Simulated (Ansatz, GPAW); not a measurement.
One calculation of Pb, 3 ways

```
CELL_PARAMETERS angstrom
0.00000 2.47502 2.47502
2.47502 0.00000 2.47502
2.47502 2.47502 0.00000
ATOMIC_POSITIONS crystal
Pb 0.00000 0.00000 0.00000
```

Alike in all runs: task single point; functional PBE; k mesh 9 × 9 × 9; occupations gaussian, width 0.025 eV; no spin polarisation; no spin-orbit coupling. Pressure is positive in compression and, in plane waves, holds the error of the finite cutoff, which Ansatz's Pulay term estimates and takes out.

```csv
program and potentials,plane-wave cutoff (eV),notes,pressure (GPa)
"Ansatz, Ansatz PAW",420,Pulay term of +0.02 GPa included,2.25
"GPAW, GPAW PAW data sets (gpaw-data 1.2.1)",600,-,2.00
"Ansatz, all-electron LAPW, scalar-relativistic",-,-,2.26
```

The pressure spans 2.00 (GPAW, GPAW PAW data sets (gpaw-data 1.2.1)) to 2.26 GPa (Ansatz, all-electron LAPW, scalar-relativistic), with all-electron results at 2.26.

Differences between rows come from potentials, basis sets and numerical settings, since the functional is the same but for its coding. Runs on potential files found faulty are left out.
